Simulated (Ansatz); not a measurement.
ZnO (zincite):

```xyz
4
Lattice="3.2493 0.0000 0.0000 -1.6247 2.8140 0.0000 0.0000 0.0000 5.2057" Properties=species:S:1:pos:R:3 pbc="T T T"
Zn    1.6247    0.9380    0.0000
Zn    0.0000    1.8760    2.6029
O     0.0000    1.8760    4.5759
O     1.6247    0.9380    1.9730
```

Program: Ansatz 0.2.0. Alike in all runs: task band structure; potentials or basis Ansatz PAW; no spin polarisation; cell as given; k mesh 5 × 5 × 3; cutoff (eV) 420; smearing fermi-dirac 0.05 eV; the mesh is coarse, so values aren't converged.

Order these runs on this cell by their band gap on the k mesh, lowest first.
A. level PBE0
B. level HF
C. level HSE03

C (2.30 eV), A (3.22 eV), B (11.31 eV).

Caveats: all runs use coarse meshes.
